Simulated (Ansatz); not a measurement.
rocksalt-structured TaAs

Computed with Ansatz (plane waves, PAW, 420 eV cutoff): PBEsol, scalar-relativistic, no spin polarisation, Γ-centred 10×10×10 mesh, 0.05 eV Gaussian smearing; PAW files: Ansatz's generated set soft_2.

```yaml
crystal:
  lattice:
    - [0.00000, 2.60164, 2.60164]
    - [2.60164, 0.00000, 2.60164]
    - [2.60164, 2.60164, 0.00000]
  atoms:
    - { symbol: Ta, position: [0.50000, 0.50000, 0.50000] }
    - { symbol: As, position: [0.00000, 0.00000, 0.00000] }
```

The structure was built from a prototype; whether the compound forms in it isn't claimed.

The cell above was scaled in volume, its shape and atoms being fixed by the lattice's symmetry. Energies are counted from the cell above.

Cell and atoms are those of this level's equilibrium.

```tsv
V (Å³/atom)	ΔE (meV/atom)	P (GPa)
16.90	15.9	7.6
17.26	3.8	3.6
17.61	0.0	0.0
17.96	?	?
18.31	14.0	-6.1
```

Fill in the withheld row.

ΔE (meV/atom): 3.6, P (GPa): -3.2.

What do the points give for the equilibrium volume, the bulk modulus and its pressure derivative (third-order Birch–Murnaghan)?

V0 = 17.61 Å³/atom, B0 = 169 GPa, B0′ = 4.4.

B0·V0 = 169.4 GPa × 17.61 Å³ = 18.62 eV/atom sets the scale: near the minimum ΔE ≈ ½ B0 V0 x², with x = V/V0 − 1, and a pressure of 1.7 GPa squeezes the volume by about 1 %. At the ends of the curve: x = −4.0 % predicts 14.8 meV/atom and the run gives 15.9; x = +4.0 % predicts 15.0 meV/atom and the run gives 14.0. The lopsidedness is anharmonic: atoms resist being pushed together more than being pulled apart.

Scalar-relativistic only: spin–orbit splittings of the heavy atoms' levels are missing. The run is a metal.
